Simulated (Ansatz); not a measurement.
Input and command of a calculation in Ansatz (plane waves; scalar-relativistic PAW potentials unless the input names others):

```yaml
crystal:
  lattice:
    - [0.0, 3.4000930051, 3.4000930051]
    - [3.4000930051, 0.0, 3.4000930051]
    - [3.4000930051, 3.4000930051, 0.0]
  atoms:
    - { symbol: Rb, position: [0.0, 0.0, 0.0] }
    - { symbol: Br, position: [0.5, 0.5, 0.5] }
basis:
  ecutwfc: 420
kpoints:
  mp_grid: { grid: [6, 6, 6] }
hamiltonian:
  xc: pbe
  hubbard: { sites: [{ species: Br, l: p, u_eff: 40.0 }] }
scf:
  occupations: { method: gaussian, width: 0.02 }
  max_iter: 50
output:
  forces: true
  eigenvalues: true
  stress: true
```

```bash
ansatz run input.yaml --threads 1 --pin off --max-ram 2560MiB --backend cpu --events-out ev --progress --plain --runs-dir out
```

Abridged log:
```
Basis set: ecut = 420 eV, 1471 PW (Γ), exchange–correlation on 72×72×72 points (8 copies of the dense FFT grid, shifted against one another)
Bands: 12, of which v1, the nominal top of the filled ones, is band 8 counted from 1 (7 counted from 0)
Symmetry: 48 space group operations
k-points: 16 of 216
SCF iter   1: F=—  HF=-6049.529386 eV  |F-HF|=—  |Δ(HF+E_count)|=         —  Δρ=2.38e-2  dr2=7.69e-1  ethr=3.10e-3  ⟨swp⟩=6.6  Hψ=1305  notcnv=0
SCF iter   2: F=—  HF=-6051.566340 eV  |F-HF|=—  |Δ(HF+E_count)|=    2.04e0  Δρ=7.62e-3  dr2=8.06e-2  ethr=3.10e-3  ⟨swp⟩=3.0  Hψ=488  notcnv=0
SCF iter   3: F=—  HF=-6052.374861 eV  |F-HF|=—  |Δ(HF+E_count)|=   8.09e-1  Δρ=1.90e-3  dr2=3.36e-3  ethr=5.04e-4  ⟨swp⟩=2.8  Hψ=475  notcnv=0
SCF iter   4: F=—  HF=-6052.376696 eV  |F-HF|=—  |Δ(HF+E_count)|=   1.84e-3  Δρ=1.52e-4  dr2=1.39e-5  ethr=2.10e-5  ⟨swp⟩=2.9  Hψ=538  notcnv=0
SCF iter   5: F=—  HF=-6052.376694 eV  |F-HF|=—  |Δ(HF+E_count)|=   2.52e-6  Δρ=3.72e-5  dr2=8.46e-7  ethr=8.66e-8  ⟨swp⟩=2.5  Hψ=431  notcnv=0
SCF iter   6: F=-6052.376694 eV  HF=-6052.376694 eV  |F-HF|=9.41e-9  |Δ(HF+E_count)|=   5.16e-8  Δρ=4.89e-6  dr2=9.51e-9  ethr=6.25e-10  ⟨swp⟩=6.9  Hψ=1103  notcnv=0
SCF 1 converged in 6 iterations: F = -6052.376694 eV  dr2 = 9.51e-9
SCF converged after 6 iterations
Free energy (F): -6052.376694 eV
Harris-Foulkes:  -6052.376694 eV  (|F-HF|=9.41e-9)
Internal energy: -6052.376694 eV  (E = F + TS)
E sigma→0 (E₀):  -6052.376694 eV
Fermi energy:    -0.520174 eV
--- Forces (eV/Å), atoms counted from 1 ---
  atom   1  Rb     0.00000000     0.00000000     0.00000000
  atom   2  Br     0.00000000     0.00000000     0.00000000
--- Stress (GPa, compression-positive) ---
        2.591686       0.000000       0.000000
        0.000000       2.591686       0.000000
        0.000000       0.000000       2.591686
  P = ⅓ Tr σ = 2.5917 GPa (25.917 kbar)
Occupation matrices written to <dir>
```

Question: What should be changed?

Answer: The fault is an enormous or negative U (hamiltonian.hubbard: not typed → {"sites": [{"species": "Br", "l": "p", "u_eff": 40.0}]}, the first being the value of the sound run). Setting it back cures it. The run converged all the same, with an energy at zero smearing 831 meV/atom above the reference's (the Hamiltonian itself differs), pressure 2.59 GPa, largest force 0.000 eV/Å, gap on the mesh 13.19 eV, so convergence alone doesn't show that an input is right. A reference run from the same start on usual settings converged with pressure 1.42 GPa, largest force 0.000 eV/Å, gap on the mesh 4.43 eV.

Time: 1.7 s on 1 thread of Arm Neoverse V2 (shared host), peak memory 0.29 GiB.